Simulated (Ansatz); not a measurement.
# ZnS (F-43m) in Ansatz: a series of runs

One crystal, ZnS, is run at these levels: PBE, PBEsol, revPBE, BLYP; tasks: band structure, Born charges and dielectric tensor, elastic constants, single point, equation of state.

Everything below comes from runs of Ansatz 0.2.0. Logs are shortened: lines on timing, memory, paths and dates and some standing lists are left out, and cuts for length are marked.

**Experimental background.**

“Electronic, vibrational, and thermodynamic properties of ZnS (zincblende and rocksalt structure)”, 2009, arxiv:0911.5022 quotes, for a bulk crystal of ZnS at 19 K: band gap 3.85 eV (direct).

A printed reference work, monograph reports, for a bulk crystal of ZnS: high-frequency dielectric constant 5.14.

The results are compared with them further down.

## 1. The crystal as given

It takes space group F-43m (No. 216, cubic). Conventional cell: a = 5.404 Å, b = 5.404 Å, c = 5.404 Å, α = 90.00°, β = 90.00°, γ = 90.00°. Around Zn (site symmetry -43m) lie 4 S at 2.34 Å. S (site symmetry -43m) has 4 Zn at 2.34 Å as nearest neighbours.

## 2. Band structure, PBE

Contents of input.yaml:

```yaml
crystal:
  lattice:
    - [0.0, 2.702, 2.702]
    - [2.702, 0.0, 2.702]
    - [2.702, 2.702, 0.0]
  atoms:
    - { symbol: Zn, position: [0.75, 0.75, 0.75] }
    - { symbol: S, position: [0.0, 0.0, 0.0] }
hamiltonian:
  xc: pbe
  pseudopotentials: { kind: paw }
kpoints:
  mp_grid: { grid: [9, 9, 9] }
  band_path:
    path:
      - [[0.0, 0.0, 0.0], [0.5, 0.0, 0.5], [0.5, 0.25, 0.75], [0.375, 0.375, 0.75], [0.0, 0.0, 0.0], [0.5, 0.5, 0.5], [0.625, 0.25, 0.625], [0.5, 0.25, 0.75], [0.5, 0.5, 0.5], [0.375, 0.375, 0.75]]
      - [[0.625, 0.25, 0.625], [0.5, 0.0, 0.5]]
    npoints: 14
scf:
  occupations: { method: fermi_dirac, width: 0.05 }
  n_extra_bands: 6
output:
  forces: true
  stress: true
  eigenvalues: true
  fatbands: true
```

Potentials or basis: Ansatz PAW.

Run with:

```bash
$ ansatz run input.yaml --threads 2 --pin off --max-ram 5120MiB --backend cpu --events-out ev --progress --plain --runs-dir out
```

The log of the run:

```text
Warning: RAYON_NUM_THREADS=2 ignored (pool sized by the plan → 2); use --threads N
scf.n_extra_bands = 6 over 9 filled bands (N_el = 18.0): the run solves 15 bands
Engine: ansatz 0.2.0, aarch64-unknown-linux-gnu
Pseudopotentials: kind: paw
Pseudopotential: Zn, paw, valence charge 12, recommended cutoff 420 eV (normal), Zn.paw.azcp
Pseudopotential: S, paw, valence charge 6, recommended cutoff 420 eV (normal), S.paw.azcp
Functional definition: PBE
  parameter kappa = 0.804
  parameter beta = 0.06672455060314922
  exchange = pbe_x(kappa = kappa, mu = beta*pi^2/3)
  correlation = pbe_c(beta = beta)
Crystal: 2 atoms, lattice volume = 39.454 Å³
Basis set: ecut = 420 eV, 749 PW (Γ), exchange–correlation on 54×54×54 points (8 copies of the dense FFT grid, shifted against one another)
Bands: 15, of which v1, the nominal top of the filled ones, is band 9 counted from 1 (8 counted from 0)
Symmetry: 24 space group operations
Space group: F-43m (ITA 216), of the structure as read, at distance tolerance 3.4e-5 Å
k-points: 35 of 729 (time reversal used)
Non-local potential: Zn, projectors of the file, l = 0: 2, l = 1: 2, l = 2: 3, l = 3: 1
Non-local potential: S, projectors of the file, l = 0: 2, l = 1: 2, l = 2: 2
PAW form: soft (Blöchl's): semilocal exchange-correlation on the pseudo side does not see the compensation charge
PAW one-centre angular grid: Zn, 590 points (default); XC on 64 Gauss nodes
PAW one-centre angular grid: S, 110 points (default); XC on 64 Gauss nodes
Initial density: superposition of atomic densities (neutral atoms: chi_scale 0, normalization atom), corrected by the library's trained network
Initial wavefunctions: pseudopotential atomic-orbital guess
Functional: x = pbe(κ = 0.804, μ = 0.2195149727645171), c = pbe(β = 0.06672455060314922)
SCF iter   1: F=—  HF=-4222.729855 eV  |F-HF|=—  |Δ(HF+E_count)|=         —  Δρ=5.97e-4  dr2=1.82e-4  ethr=1.77e-3  ⟨swp⟩=5.3  Hψ=2941  notcnv=0
preconditioner: auto → none  [insulator: Δε(μ)=2.102 eV  Ē_g=13.924 eV  σ=0.050 eV  W_gap=1.00  n_scr=14 (ndim 8)  ℏωp=25.1 eV  f_vac=0.026  D(μ)=0.00/eV (n_scr^D=0)  ε∞_Penn≈4.2]
SCF iter   2: F=—  HF=-4222.730076 eV  |F-HF|=—  |Δ(HF+E_count)|=   2.21e-4  Δρ=5.96e-4  dr2=6.51e-5  ethr=1.01e-6  ⟨swp⟩=2.3  Hψ=1163  notcnv=0  defer=15
SCF iter   3: F=—  HF=-4222.730083 eV  |F-HF|=—  |Δ(HF+E_count)|=   6.52e-6  Δρ=1.54e-4  dr2=7.22e-6  ethr=3.62e-7  ⟨swp⟩=2.0  Hψ=723  notcnv=0  defer=15
SCF iter   4: F=—  HF=-4222.730093 eV  |F-HF|=—  |Δ(HF+E_count)|=   1.06e-5  Δρ=6.04e-5  dr2=6.05e-7  ethr=4.01e-8  ⟨swp⟩=2.0  Hψ=751  notcnv=0  defer=15
SCF iter   5: F=—  HF=-4222.730097 eV  |F-HF|=—  |Δ(HF+E_count)|=   3.51e-6  Δρ=3.19e-5  dr2=2.39e-7  ethr=3.36e-9  ⟨swp⟩=2.0  Hψ=786  notcnv=0  defer=15
SCF iter   6: F=-4222.730098 eV  HF=-4222.730098 eV  |F-HF|=1.25e-8  |Δ(HF+E_count)|=   5.94e-7  Δρ=3.49e-6  dr2=1.88e-9  ethr=5.56e-10  ⟨swp⟩=7.1  Hψ=2608  notcnv=0
SCF 1 converged in 6 iterations: F = -4222.730098 eV  dr2 = 1.88e-9
NSCF: frozen V_eff on 142 k-points
SCF converged after 6 iterations
Free energy (F): -4222.730098 eV
Harris-Foulkes:  -4222.730098 eV  (|F-HF|=1.25e-8)
Internal energy: -4222.730098 eV  (E = F + TS)
E sigma→0 (E₀):  -4222.730098 eV
Fermi energy:    6.881852 eV
--- Per-component energies (eV) ---
  E_band       = 5.104305
  E_kinetic    = 238.363499
  E_local      = -2040.909015  (includes V_loc(G=0)·N_el)
  E_nonlocal   = 642.720433
  E_hartree    = 853.402645
  E_xc         = -234.430181
  E_vxc        = -139.592009  (∫ρ·V_xc dr)
  E_paw        = -2428.497823  (= ΣΔE_a)
  E_vpaw       = -402.283966  (= ΣTr[D̂ρ^β])
  E_aug_tail   = -0.000361  (compensation charges beyond the density's cutoff)
  E_ewald      = -1253.379294
  E_smearing   = -0.000000  (= −TS)
  E_closure    = 0.000000  (closes the sum)
  Σ components = -4222.730098   (vs F -4222.730098, Δ=0.00e0)
--- Forces (eV/Å), atoms counted from 1 ---
  atom   1  Zn     0.00000000    -0.00000000     0.00000000
  atom   2  S     -0.00000000     0.00000000     0.00000000
  max |Σ_I F_I| component: 1.85e-17 eV/Å
--- Stress (GPa, compression-positive) ---
        1.597807      -0.000000      -0.000000
        0.000000       1.597807       0.000000
       -0.000000       0.000000       1.597807
  P = ⅓ Tr σ = 1.5978 GPa (15.978 kbar)
--- Band table (eV; the first three rows and the last of 35) ---
  k-point 0: bands = ["-7.3563", "-0.5481", "-0.5481", "-0.5481", "-0.0477", "-0.0477", "5.7867", "5.7867", "5.7867", "7.8961", "12.1563", "12.1563", "12.1563", "17.4038", "17.4038"]
  k-point 1: bands = ["-7.2634", "-0.5479", "-0.5313", "-0.5313", "-0.0492", "-0.0492", "4.8556", "5.6682", "5.6682", "8.6013", "12.0637", "12.3614", "12.3614", "16.9217", "16.9217"]
  k-point 2: bands = ["-7.0125", "-0.5196", "-0.4916", "-0.4916", "-0.0481", "-0.0481", "3.3339", "5.3932", "5.3932", "9.2197", "12.4594", "12.7231", "12.7231", "16.5879", "16.5879"]
  k-point 34: bands = ["-6.1347", "-0.4182", "-0.2859", "-0.1236", "-0.0609", "0.3012", "1.2346", "2.8932", "3.4163", "11.3561", "11.6886", "13.2678", "14.7809", "17.5559", "19.3237"]
```

bands.tsv:

```text
# k_distance	band_0	band_1	band_2	band_3	band_4	band_5	band_6	band_7	band_8	band_9	band_10	band_11	band_12	band_13	band_14
# fermi_ev = 6.881852
# lock_threshold_ev = 1e-12
[... 156 lines left out ...]
7.375460	-12.997199	-7.448583	-7.089509	-7.086472	-6.856648	-6.702702	-5.653805	-3.396262	-3.294987	2.388471	3.056366	9.687354	10.603484	10.834980	12.375439
7.404822	-12.997330	-7.453146	-7.087821	-7.086506	-6.855338	-6.708593	-5.652938	-3.352175	-3.306392	2.345376	3.008608	9.777677	10.727794	10.843768	12.366965
7.434184	-12.997446	-7.455950	-7.086805	-7.086488	-6.854533	-6.712207	-5.652453	-3.324825	-3.313256	2.317289	2.981142	9.837264	10.811209	10.842591	12.349732
7.463547	-12.997483	-7.456891	-7.086465	-7.086465	-6.854266	-6.713420	-5.652297	-3.315549	-3.315549	2.307565	2.972220	9.858253	10.840880	10.840880	12.341203
```

Run time: 4.1 s. Hardware: 2 threads of Arm Neoverse V1, shared host; peak memory 0.3 GiB.

What came out:

```yaml
Free_energy: -4222.7301 eV
Pressure: 1.6 GPa
Band_gap_on_the_k_mesh: 2.11 eV, direct
Band_gap_along_the_path: 2.11 eV, direct
```

Levels at the corners of the path, in eV from the valence-band top:
| point | band 7 | band 8 | band 9 | band 10 | band 11 | band 12 |
| --- | --- | --- | --- | --- | --- | --- |
| Γ | 0.00 | 0.00 | 0.00 | 2.11 | 6.37 | 6.37 |
| X | -4.56 | -2.22 | -2.22 | 3.40 | 4.07 | 10.95 |
| W | -4.59 | -2.75 | -2.71 | 5.69 | 6.02 | 7.85 |
| K | -4.62 | -3.11 | -1.81 | 4.12 | 5.95 | 9.35 |
| Γ | 0.00 | 0.00 | 0.00 | 2.11 | 6.37 | 6.37 |
| L | -5.29 | -0.87 | -0.87 | 3.30 | 6.90 | 6.90 |
| U | -4.62 | -3.11 | -1.81 | 4.12 | 5.95 | 9.35 |
| W | -4.59 | -2.75 | -2.71 | 5.69 | 6.02 | 7.85 |
| L | -5.29 | -0.87 | -0.87 | 3.30 | 6.90 | 6.90 |
| K | -4.62 | -3.11 | -1.81 | 4.12 | 5.95 | 9.35 |
| U | -4.62 | -3.11 | -1.81 | 4.12 | 5.95 | 9.35 |
| X | -4.56 | -2.22 | -2.22 | 3.40 | 4.07 | 10.95 |

## 3. Born charges and dielectric tensor, PBE

Contents of input.yaml:

```yaml
crystal:
  lattice:
    - [0.0, 2.702, 2.702]
    - [2.702, 0.0, 2.702]
    - [2.702, 2.702, 0.0]
  atoms:
    - { symbol: Zn, position: [0.75, 0.75, 0.75] }
    - { symbol: S, position: [0.0, 0.0, 0.0] }
hamiltonian:
  xc: pbe
  pseudopotentials: { kind: paw }
kpoints:
  mp_grid: { grid: [9, 9, 9] }
scf:
  occupations: { method: fixed }
output:
  eigenvalues: true
dielectric:
  method: response
```

Potentials or basis: Ansatz PAW.

Run with:

```bash
$ ansatz run input.yaml --threads 2 --pin off --max-ram 5120MiB --backend cpu --events-out ev --progress --plain --runs-dir out
```

The log of the run:

```text
Warning: RAYON_NUM_THREADS=2 ignored (pool sized by the plan → 2); use --threads N
Engine: ansatz 0.2.0, aarch64-unknown-linux-gnu
Pseudopotentials: kind: paw
Pseudopotential: Zn, paw, valence charge 12, recommended cutoff 420 eV (normal), Zn.paw.azcp
Pseudopotential: S, paw, valence charge 6, recommended cutoff 420 eV (normal), S.paw.azcp
Functional definition: PBE
  parameter kappa = 0.804
  parameter beta = 0.06672455060314922
  exchange = pbe_x(kappa = kappa, mu = beta*pi^2/3)
  correlation = pbe_c(beta = beta)
Crystal: 2 atoms, lattice volume = 39.454 Å³
Basis set: ecut = 420 eV, 749 PW (Γ), exchange–correlation on 54×54×54 points (8 copies of the dense FFT grid, shifted against one another)
Bands: 13, of which v1, the nominal top of the filled ones, is band 9 counted from 1 (8 counted from 0)
Symmetry: 24 space group operations
k-points: 125 of 729 (irreducible under 4 space group operations, time reversal used)
Non-local potential: Zn, projectors of the file, l = 0: 2, l = 1: 2, l = 2: 3, l = 3: 1
Non-local potential: S, projectors of the file, l = 0: 2, l = 1: 2, l = 2: 2
PAW form: soft (Blöchl's): semilocal exchange-correlation on the pseudo side does not see the compensation charge
PAW one-centre angular grid: Zn, 590 points (default); XC on 64 Gauss nodes
PAW one-centre angular grid: S, 110 points (default); XC on 64 Gauss nodes
Initial density: superposition of atomic densities (neutral atoms: chi_scale 0, normalization atom), corrected by the library's trained network
Initial wavefunctions: pseudopotential atomic-orbital guess
Functional: x = pbe(κ = 0.804, μ = 0.2195149727645171), c = pbe(β = 0.06672455060314922)
SCF iter   1: F=—  HF=-4222.729973 eV  |F-HF|=—  |Δ(HF+E_count)|=         —  Δρ=6.05e-4  dr2=1.91e-4  ethr=1.77e-3  ⟨swp⟩=4.9  Hψ=8625  notcnv=0  defer=233
[... 28 lines left out ...]
E sigma→0 (E₀):  -4222.730098 eV
Fermi energy:    5.786710 eV
--- Per-component energies (eV) ---
  E_band       = 5.103916
  E_kinetic    = 238.363638
  E_local      = -2040.909312  (includes V_loc(G=0)·N_el)
  E_nonlocal   = 642.720534
  E_hartree    = 853.402765
  E_xc         = -234.430208
  E_vxc        = -139.592041  (∫ρ·V_xc dr)
  E_paw        = -2428.497860  (= ΣΔE_a)
  E_vpaw       = -402.283923  (= ΣTr[D̂ρ^β])
  E_aug_tail   = -0.000361  (compensation charges beyond the density's cutoff)
  E_ewald      = -1253.379294
  E_smearing   = -0.000000  (= −TS)
  E_closure    = 0.000000  (closes the sum)
  Σ components = -4222.730098   (vs F -4222.730098, Δ=0.00e0)
--- Band table (eV; the first three rows and the last of 125) ---
  k-point 0: bands = ["-7.3563", "-0.5481", "-0.5481", "-0.5481", "-0.0477", "-0.0477", "5.7867", "5.7867", "5.7867", "7.8960", "12.1563", "12.1563", "12.1563"]
  k-point 1: bands = ["-7.2634", "-0.5479", "-0.5313", "-0.5313", "-0.0492", "-0.0492", "4.8555", "5.6682", "5.6682", "8.6013", "12.0636", "12.3614", "12.3614"]
  k-point 2: bands = ["-7.0125", "-0.5196", "-0.4916", "-0.4916", "-0.0481", "-0.0481", "3.3339", "5.3932", "5.3932", "9.2196", "12.4593", "12.7230", "12.7230"]
  k-point 124: bands = ["-6.3142", "-0.4127", "-0.3711", "-0.1772", "-0.0377", "0.0640", "1.5530", "3.0326", "4.3662", "11.0126", "11.9838", "12.7141", "15.1162"]
--- Dielectric response (ions clamped): 3 representative field directions + reference, inside a basis on a mesh of 1000 k-points (Σ response iterations 15) ---
  ε∞ (high-frequency dielectric tensor):
        5.933005    -0.000000     0.000000
       -0.000000     5.933005     0.000000
        0.000000     0.000000     5.933005
  Born effective charges Z* (e; rows j = field, columns β = displacement):
    site 0:
         1.99432   -0.00000   -0.00000
        -0.00000    1.99432    0.00000
        -0.00000    0.00000    1.99432
    site 1:
        -1.99432    0.00000    0.00000
         0.00000   -1.99432   -0.00000
         0.00000   -0.00000   -1.99432
  Z* charge neutrality: 3.898e-4 e pre-enforcement
  solved inside a basis spanned on kpoints, on 10×10×10 k-points, its susceptibility summed on 14×14×14: ε∞ is read to err by 1.5e-2, Z* by 1.3e-2 e (field_mesh: kpoints solves on kpoints); Z* is corrected for what the basis lacks
```

It took 29 s on 2 threads of Arm Neoverse V1, shared host; peak memory 0.53 GiB.

What came out:

* Free energy: -4222.7301 eV
* Band gap on the k mesh: 2.11 eV, direct
* Electronic dielectric tensor (diagonal): 5.93
* Born charges (mean of the diagonal): Zn +1.99; S -1.99 e

Levels at points of the mesh, in eV from the valence-band top:
| k point | band 5 | band 6 | band 7 | band 8 | band 9 | band 10 | band 11 | band 12 | band 13 |
| --- | --- | --- | --- | --- | --- | --- | --- | --- | --- |
| (0.00, 0.00, 0.00) | -5.83 | -5.83 | 0.00 | 0.00 | 0.00 | 2.11 | 6.37 | 6.37 | 6.37 |

Electronic dielectric tensor:
```
5.93 0.00 0.00
0.00 5.93 0.00
0.00 0.00 5.93
```

Born effective charge tensors (e):
atom 1, Zn
```
1.99 0.00 0.00
0.00 1.99 0.00
0.00 0.00 1.99
```
atom 2, S
```
-1.99  0.00  0.00
 0.00 -1.99  0.00
 0.00  0.00 -1.99
```

Caveat: odd divisions of the mesh miss points on the zone boundary, where band edges often lie, so the gap on the mesh can be too wide.

[end of part 1 of 3]
